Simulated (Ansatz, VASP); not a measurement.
# One calculation of Sb, two programs

```xyz
1
Lattice="3.0386 0.0000 0.0000 0.0000 3.0386 0.0000 0.0000 0.0000 3.0386" Properties=species:S:1:pos:R:3 pbc="T T T"
Sb    0.0000    0.0000    0.0000
```

Alike in both runs: functional LDA; k mesh 10 × 10 × 10; occupations fermi-dirac, width 0.1 eV; no spin polarisation.

Ansatz relaxed the structure, and its values are those at the end. VASP's run is a single point on that final structure, the one shown.

```csv
,VASP,Ansatz
version,VASP 6.6.1,Ansatz 0.2.0
potentials or method,"VASP PAW LDA potentials, release 64 (Sb)","plane waves (420 eV) with PAW, scalar-relativistic"
plane-wave cutoff (eV),520,420
valence electrons in the cell,5,15
```

|  | VASP | Ansatz | Ansatz less VASP |
| --- | --- | --- | --- |
| pressure (GPa) | 0.3 | 0.0 | -0.27 |

The two sets of potentials don't hold the same shells in valence. Ansatz warned: «pseudo_functional_mismatch».

Spin-orbit coupling is left out, which matters for the levels of Sb.
